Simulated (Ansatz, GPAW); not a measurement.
Given: the input of a run of GPAW 26.7.0 (ASE script) on C. 

run.py

```python
from ase import Atoms
from ase.dft.bandgap import bandgap
from ase.io import write
from ase.units import Bohr, GPa
from gpaw import GPAW, PW
from gpaw.elf import elf_from_dft_calculation

atoms = Atoms(['C', 'C'],
              cell=[[0.0, 1.78337, 1.78337],
                    [1.78337, 0.0, 1.78337],
                    [1.78337, 1.78337, 0.0]],
              scaled_positions=[[0.75, 0.75, 0.75],
                                [0.5, 0.5, 0.5]],
              pbc=True)

calc = GPAW(mode=PW(800),
            xc='PBE',
            kpts={'size': (13, 13, 13), 'gamma': True},
            occupations={'name': 'methfessel-paxton', 'order': 0, 'width': 0.013000000000000001},
            nbands=11,
            convergence={'density': 1e-05, 'energy': 1e-05},
            maxiter=150,
            txt='gpaw.txt')
atoms.calc = calc
energy = atoms.get_potential_energy()
forces = atoms.get_forces()
stress = atoms.get_stress()
calc.write('gs.gpw')
write('result.traj', atoms)
print(f'Energy: {energy:.6f} eV')
print('Forces (eV/A):')
print(forces.round(4))
print('Stress (GPa):', (stress / GPa).round(3))
print('Fermi level:', round(calc.get_fermi_level(), 4), 'eV')
print(f'Gap: {bandgap(calc)[0]:.4f} eV, direct: {bandgap(calc, direct=True)[0]:.4f} eV')

# fields on the real-space grid
write('density.cube', atoms, data=calc.get_pseudo_density() * Bohr**3)
write('potential.cube', atoms, data=calc.get_electrostatic_potential())
write('elf.cube', atoms, data=elf_from_dft_calculation(calc).data)
```

Potentials or basis: GPAW PAW data sets (gpaw-data 1.2.1), pw.

The run is started by

```console
$ OMP_NUM_THREADS=1 python run.py
```

What does the same run look like in Ansatz 0.2.0? Potentials or basis there: all-electron LAPW, scalar-relativistic.

As run (cutoffs and basis follow the program's own potentials, and thresholds, step limits or extra output files can differ):

input.yaml

```yaml
crystal:
  lattice:
    - [0.0, 1.78337, 1.78337]
    - [1.78337, 0.0, 1.78337]
    - [1.78337, 1.78337, 0.0]
  atoms:
    - { symbol: C, position: [0.75, 0.75, 0.75] }
    - { symbol: C, position: [0.5, 0.5, 0.5] }
kpoints:
  mp_grid: { grid: [13, 13, 13] }
scf:
  occupations: { method: gaussian, width: 0.013 }
hamiltonian:
  xc: pbe
  pseudopotentials: { kind: all_electron, lapw: { basis_error: 0.001 } }
output:
  forces: true
  stress: true
  eigenvalues: true
```

Potentials or basis: all-electron LAPW, scalar-relativistic.

The run is started by

```console
$ ansatz run input.yaml --threads 1 --pin off --max-ram 3072MiB --backend cpu --events-out ev --progress --plain --runs-dir out
```

Both were run:

|  | GPAW | Ansatz |
| --- | --- | --- |
| Pressure | 1.4 GPa | 1.8 GPa |

Where Ansatz's input types no cutoff or centring, it takes its own default and a Γ-centred mesh.

Pressure is positive in compression.
